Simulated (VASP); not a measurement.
# Co (P6_3/mmc) in VASP: notebook, part 2 of 2

VASP 6.6.1. The steps go on from the part before.

**5. Single point, LDA, collinear spin, ferromagnetic start (grid = ENCUT=400 dk=0.27 cell=2x2x1 ISMEAR=1 SIGMA=0.1 LREAL=Auto EDIFF=1e-06)**

INCAR reads:

```
PREC = Accurate
ENCUT = 400
EDIFF = 1E-6
ISMEAR = 1
SIGMA = 0.1
LREAL = Auto
LASPH = True
NELM = 120
ALGO = Fast
ISIF = 2
LWAVE = False
LCHARG = False
ISPIN = 2
MAGMOM = 2 2 2 2 2 2 2 2
LORBIT = 11
LMAXMIX = 4
NBANDS = 44
```

KPOINTS reads:

```
regular mesh
0
Gamma
  6 6 6
```

POSCAR reads:

```
Co
1.0
    4.9439998064      0.0000000000      0.0000000000
   -2.4719999032      4.2816294286      0.0000000000
    0.0000000000      0.0000000000      4.0211440800
Co
8
Direct
    0.3333333334      0.1666666666      0.7500000000
    0.3333333334      0.6666666666      0.7500000000
    0.8333333333      0.1666666666      0.7500000000
    0.8333333333      0.6666666666      0.7500000000
    0.1666666666      0.3333333334      0.2500000000
    0.1666666666      0.8333333333      0.2500000000
    0.6666666666      0.3333333334      0.2500000000
    0.6666666666      0.8333333333      0.2500000000
```

Potentials or basis: VASP PAW LDA potentials, release 64 (Co).

Started as:

```
$ cat potpaw_LDA.64/Co/POTCAR > POTCAR
$ mpirun -np 1 vasp_std > vasp.out
```

OUTCAR:

```text
PREC = Accurate
   ENCUT = 400
   EDIFF = 1E-6
   ISMEAR = 1
   LREAL = Auto
   LASPH = True
   NELM = 120
   ISIF = 2
   ISPIN = 2
   LORBIT = 11

 Found     28 irreducible k-points:

 Following reciprocal coordinates:
            Coordinates               Weight
  0.000000  0.000000  0.000000      1.000000
  0.166667  0.000000  0.000000      6.000000
  0.333333  0.000000  0.000000      6.000000
  0.500000  0.000000  0.000000      3.000000
  0.166667  0.166667  0.000000      6.000000
  0.333333  0.166667  0.000000     12.000000
   k-points           NKPTS =     28   k-points in BZ     NKDIM =     28   number of bands    NBANDS=     44
   number of dos      NEDOS =    301   number of ions     NIONS =      8
   total plane-waves  NPLWV =  28672
   dimension x,y,z NGX =    32 NGY =   32 NGZ =   28
   dimension x,y,z NGXF=    64 NGYF=   64 NGZF=   56
   ions per type =               8
   NGX,Y,Z   is equivalent  to a cutoff of  10.76, 10.76, 11.58 a.u.
   NGXF,Y,Z  is equivalent  to a cutoff of  21.52, 21.52, 23.15 a.u.
 SYSTEM =  unknown system
   PREC   = accura    normal or accurate (medium, high low for compatibility)
   ISTART =      0    job   : 0-new  1-cont  2-samecut
   ICHARG =      2    charge: 1-file 2-atom 10-const
   ISPIN  =      2    spin polarized calculation?
   LNONCOLLINEAR =      F non collinear calculations
   LSORBIT =      F    spin-orbit coupling
   LASPH  =      T    aspherical Exc in radial PAW
   ENCUT  =  400.0 eV  29.40 Ry    5.42 a.u.   8.06  8.06  6.56*2*pi/ulx,y,z
   NELM   =    120;   NELMIN=  2; NELMDL= -5     # of ELM steps
   EDIFF  = 0.1E-05   stopping-criterion for ELM
   LREAL  =      T    real-space projection
   EDIFFG = 0.1E-04   stopping-criterion for IOM
   NSW    =      0    number of steps for IOM
   IBRION =     -1    ionic relax: 0-MD 1-quasi-New 2-CG
   NFREE  =      0    steps in history (QN), initial steepest desc. (CG)
   ISIF   =      2    stress and relaxation
   ISYM   =      2    0-nonsym 1-usesym 2-fastsym
   POTIM  = 0.5000    time-step for ionic-motion
   TEBEG  =    0.0;   TEEND  =   0.0 temperature during run
   PSTRESS=    0.0 pullay stress
   NELECT =      72.0000    total number of electrons
   NUPDOWN=      -1.0000    fix difference up-down
   EMIN   =  10.00;   EMAX   =-10.00  energy-range for DOS
   EFERMI =   0.00;   METHOD = LEGACY
   ISMEAR =     1;   SIGMA  =   0.10  broadening in eV -4-tet -1-fermi 0-gaus
   EFERMI_NEDOS =   21; number of points for ismear=-14 and -15
   IALGO  =     68    algorithm
   IMIX   =      4    mixing-type and parameters
     AMIX     =   0.40;   BMIX     =  1.00
     AMIX_MAG =   1.60;   BMIX_MAG =  1.00
  volume/ion in A,a.u.               =      10.64        71.80
  Fermi-wavevector in a.u.,A,eV,Ry     =   1.548246  2.925761 32.614055  2.397065
  Thomas-Fermi vector in A             =   2.653224
   LORBIT       =     11    0 simple, 1 ext, 2 COOP (PROOUT), +10 PAW based schemes
   GGA     = CA    functional components
   LHFCALC =     F    Hartree Fock is set to
   AEXX    =    0.0000 exact exchange contribution
   IVDW    =     0    specifies the selected vdW correction
   LEPSILON=     F    determine dielectric tensor
   LRPA    =     F    only Hartree local field effects (RPA)
 spin polarized calculation
 RMM-DIIS sequential band-by-band and
 Methfessel and Paxton  Order N= 1 SIGMA  =   0.10
  energy-cutoff  :      400.00
  volume of cell :       85.12
 maximum number of plane-waves:      1562
   NGX = 17   NGY = 17   NGZ = 13

 number of electron      71.9999998 magnetization      11.7805560

 Free energy of the ion-electron system (eV)
  ---------------------------------------------------
  ext. energy  EPLUGINS =         0.00000000
  ---------------------------------------------------
  free energy    TOTEN  =       -64.72644127 eV

  energy without entropy =      -64.72937647  energy(sigma->0) =      -64.72741967

 E-fermi :  10.1913     XC(G=0): -13.8540

 val. band max:       10.1869331690   @ k =   0.1667   0.1667   0.5000
 cond. band min:      10.1918281567   @ k =   0.0000   0.0000   0.0000
 fundamental gap:      0.0048949877
 Fermi energy:        10.1912722341

 spin component 1

 k-point     1 :       0.0000    0.0000    0.0000
  band No.  band energies     occupation
      1       1.1733      1.00000
      2       5.0512      1.00000
      3       5.4700      1.00000
      4       5.4700      1.00000
      5       5.4700      1.00000
      6       5.4746      1.00000
[... 36 lines left out ...]
     43      11.6875     -0.00000
     44      11.6875     -0.00000

 k-point     2 :       0.1667    0.0000    0.0000
  band No.  band energies     occupation
      1       1.4212      1.00000
      2       5.1942      1.00000
      3       5.2042      1.00000
      4       5.4944      1.00000
      5       5.4944      1.00000
      6       5.6262      1.00000
[... 36 lines left out ...]
     43      11.2647     -0.00000
     44      11.5243     -0.00000

 k-point     3 :       0.3333    0.0000    0.0000
  band No.  band energies     occupation
      1       2.1377      1.00000
      2       4.4055      1.00000
      3       5.5841      1.00000
      4       5.6835      1.00000
      5       5.6835      1.00000
      6       5.8231      1.00000
[... 130 lines left out ...]
     43      10.2451      0.10956
     44      12.4360      0.00000

 k-point     6 :       0.3333    0.1667    0.0000
  band No.  band energies     occupation
      1       2.8130      1.00000
      2       3.9844      1.00000
      3       4.9617      1.00000
      4       5.8677      1.00000
      5       5.9540      1.00000
      6       5.9982      1.00000
[... 36 lines left out ...]
     43      10.2801     -0.00936
     44      13.1420      0.00000

 [... further k-points ...]

 spin component 2

 k-point     1 :       0.0000    0.0000    0.0000
  band No.  band energies     occupation
      1       1.3351      1.00000
      2       5.8996      1.00000
      3       6.2716      1.00000
      4       6.2716      1.00000
      5       6.2716      1.00000
      6       6.5023      1.00000
[... 36 lines left out ...]
     43      12.7730      0.00000
     44      12.7730      0.00000

 k-point     2 :       0.1667    0.0000    0.0000
  band No.  band energies     occupation
      1       1.5840      1.00000
      2       5.8115      1.00000
      3       6.0686      1.00000
      4       6.2630      1.00000
      5       6.2630      1.00000
      6       6.6723      1.00000
[... 36 lines left out ...]
     43      12.1509     -0.00000
     44      12.6522      0.00000

 k-point     3 :       0.3333    0.0000    0.0000
  band No.  band energies     occupation
      1       2.3069      1.00000
      2       4.7234      1.00000
      3       6.3207      1.00000
      4       6.3207      1.00000
      5       6.4997      1.00000
      6       6.8990      1.00000
[... 130 lines left out ...]
     43      11.6174     -0.00000
     44      13.2672      0.00000

 k-point     6 :       0.3333    0.1667    0.0000
  band No.  band energies     occupation
      1       2.9940      1.00000
      2       4.2261      1.00000
      3       5.2976      1.00000
      4       6.8330      1.00000
      5       6.9844      1.00000
      6       7.0461      1.00000
[... 36 lines left out ...]
     43      11.6654     -0.00000
     44      14.0958      0.00000

 [... further k-points ...]

------------------------ aborting loop because EDIFF is reached ----------------------------------------

  FORCE on cell =-STRESS in cart. coord.  units (eV):
  Direction    XX          YY          ZZ          XY          YZ          ZX
  --------------------------------------------------------------------------------------
  -------------------------------------------------------------------------------------
  Total       -8.2293283     -8.2293283    -10.1581515     -0.0000000      0.0000000      0.0000000
  in kB     -154.8951489   -154.8951489   -191.2000983     -0.0000000      0.0000000      0.0000000
  external PRESSURE =    -166.9967987 kB  Pullay stress =       0.0000000 kB

 VOLUME and BASIS-vectors are now :
 -----------------------------------------------------------------------------
  energy-cutoff  :      400.00
  volume of cell :       85.12
      direct lattice vectors                 reciprocal lattice vectors
     4.943999806  0.000000000  0.000000000     0.202265380  0.116777972  0.000000000
    -2.471999903  4.281629429  0.000000000     0.000000000  0.233555943  0.000000000
     0.000000000  0.000000000  4.021144080     0.000000000  0.000000000  0.248685444

 POSITION                                       TOTAL-FORCE (eV/Angst)
 -----------------------------------------------------------------------------------
      1.23600      0.71360      3.01586         0.000000      0.000000     -0.000000
      0.00000      2.85442      3.01586         0.000000      0.000000      0.000000
      3.70800      0.71360      3.01586        -0.000000     -0.000000     -0.000000
      2.47200      2.85442      3.01586         0.000000      0.000000      0.000000
     -0.00000      1.42721      1.00529        -0.000000     -0.000000     -0.000000
     -1.23600      3.56802      1.00529         0.000000      0.000000     -0.000000
      2.47200      1.42721      1.00529         0.000000      0.000000      0.000000
      1.23600      3.56802      1.00529        -0.000000     -0.000000      0.000000
 -----------------------------------------------------------------------------------
    total drift:                               -0.000000     -0.000000      0.000000

  FREE ENERGIE OF THE ION-ELECTRON SYSTEM (eV)
  ---------------------------------------------------
  free  energy   TOTEN  =       -64.7264412686 eV

  energy  without entropy=      -64.7293764672  energy(sigma->0) =      -64.72741967

 total charge

# of ion       s       p       d       tot
------------------------------------------
    1        0.495   0.532   7.291   8.318
    2        0.495   0.532   7.291   8.318
    3        0.495   0.532   7.291   8.318
    4        0.495   0.532   7.291   8.318
    5        0.495   0.532   7.291   8.318
    6        0.495   0.532   7.291   8.318
    7        0.495   0.532   7.291   8.318
    8        0.495   0.532   7.291   8.318
--------------------------------------------------
tot          3.956   4.255  58.330  66.541

 magnetization (x)

# of ion       s       p       d       tot
------------------------------------------
    1       -0.014  -0.040   1.530   1.476
    2       -0.014  -0.040   1.530   1.476
    3       -0.014  -0.040   1.530   1.476
    4       -0.014  -0.040   1.530   1.476
    5       -0.014  -0.040   1.530   1.476
    6       -0.014  -0.040   1.530   1.476
    7       -0.014  -0.040   1.530   1.476
    8       -0.014  -0.040   1.530   1.476
--------------------------------------------------
tot         -0.115  -0.323  12.242  11.804
```

It took 4.4 min on 1 thread of Intel Xeon Platinum 8488C (Sapphire Rapids), shared host; peak memory 0.23 GiB.

The run converged, but some of its settings lie outside the range that counts as converged, so its numbers aren't taken as properties of the crystal.

Results:

- Free energy: -64.7264 eV
- Pressure: -16.7 GPa
- Net moment: 11.78 μB per cell
- Site moments: Co +1.48 μB
- Valence electrons inside the program's atomic spheres: Co 8.32

Caveat: the bands computed are all filled at some k points, so no gap is given.

**6. The reference run**

An earlier run on the cell as given: functional PBE; potentials or basis VASP PAW PBE potentials, release 64 (Co); cutoff 520 eV; k mesh 12 × 12 × 7; occupations fermi-dirac, width 0.05 eV; collinear spin, ferromagnetic start; starting moments [2.0, 2.0] μB.

- Pressure: 3.9 GPa
- Band gap on the k mesh: none (metal or under the smearing width)
- Net moment: 3.19 μB per cell
- Site moments: Co +1.61 μB
- Valence electrons inside the program's atomic spheres: Co 8.31
